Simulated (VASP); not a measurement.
Here is a VASP 6.6.1 calculation.

File INCAR:

```
SYSTEM = Ir
PREC     = Accurate       ! precision mode
ENCUT    = 580            ! plane-wave cutoff, eV
EDIFF    = 1E-7           ! SCF threshold, eV
ISMEAR   = 0              ! smearing method
SIGMA    = 0.1            ! smearing width, eV
LREAL    = .False.        ! projectors in reciprocal space
LASPH    = .True.         ! aspherical terms in the spheres
NELM     = 100            ! most SCF steps
ALGO     = Normal         ! electronic algorithm
ISIF     = 3              ! what is computed and relaxed
LWAVE    = .False.        ! write WAVECAR
LCHARG   = .False.        ! write CHGCAR
GGA      = PS             ! functional
IBRION   = 2              ! ionic algorithm
NSW      = 90             ! ionic steps
EDIFFG   = -0.005         ! ionic threshold
```

File KPOINTS:

```
regular mesh
0
Gamma
  20 20 20
  0 0 0
```

Contents of POSCAR:

```
Ir
1.0
   -1.5254903000      1.5254903000      1.5254903000
    1.5254903000     -1.5254903000      1.5254903000
    1.5254903000      1.5254903000     -1.5254903000
Ir
1
Direct
    0.0000000000      0.0000000000      0.0000000000
```

Potentials or basis: VASP PAW PBE potentials, release 64 (Ir).

Command:

```bash
$ cat potpaw_PBE.64/Ir/POTCAR > POTCAR
$ mpirun -np 1 vasp_std > vasp.out
```

Estimate the relaxed volume.

14.60 Å³/atom.

Predict the relaxed cell.

a = 2.667 Å, b = 2.667 Å, c = 2.667 Å, α = 109.47°, β = 109.47°, γ = 109.47°.

The path:
```tsv
step	energy change (eV)	largest force (eV/Å)	pressure (GPa)	volume (Å³)
1	0.0000	0.0000	10.17	14.20
2	0.1311	0.0000	-26.88	16.13
3	-0.0121	0.0000	-0.43	14.61
4	-0.0122	0.0000	-0.02	14.60
```

Caveat: the PAW data sets were made with another functional, which shifts forces and pressure a little. The run has no spin-orbit coupling, so splittings on Ir are missing.
